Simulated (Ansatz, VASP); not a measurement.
## One calculation of GaN, two programs

```xyz
4
Lattice="3.2303 0.0000 0.0000 -1.6152 2.7975 0.0000 0.0000 0.0000 5.1076" Properties=species:S:1:pos:R:3 pbc="T T T"
Ga    0.0000    1.8650    5.1035
Ga    1.6152    0.9325    2.5497
N     0.0000    1.8650    1.9195
N     1.6152    0.9325    4.4733
```

Change from the starting cell: strain +0.015 along x and y, -0.015 along z, atoms carried along.

Alike in both runs: task single point; functional PBEsol; k mesh 12 × 12 × 6; occupations gaussian, width 0.05 eV; no spin polarisation.

|  | VASP | Ansatz |
| --- | --- | --- |
| version | VASP 6.6.1 | Ansatz 0.2.0 |
| potentials or method | VASP PAW PBE potentials, release 64 (Ga_d, N) | scalar-relativistic, plane waves, PAW |
| plane-wave cutoff (eV) | 520 | 420 |
| valence electrons in the cell | 36 | 36 |

```tsv
	VASP	Ansatz	Ansatz less VASP
gap on the k mesh at the Fermi level (eV)	1.81	1.79	-0.018
least direct gap on the mesh (eV)	1.81	1.79	-0.018
pressure (GPa)	-2.6	-2.4	+0.18
largest component of the traceless stress (GPa)	7.48	7.47	-0.007
rms of the force components (eV/Å)	0.181	0.186	+0.0044
```

Atom by atom the forces differ by 0.004 eV/Å (rms over components).

Caveats: the PAW data sets were made with another functional, which shifts forces and pressure a little (VASP).
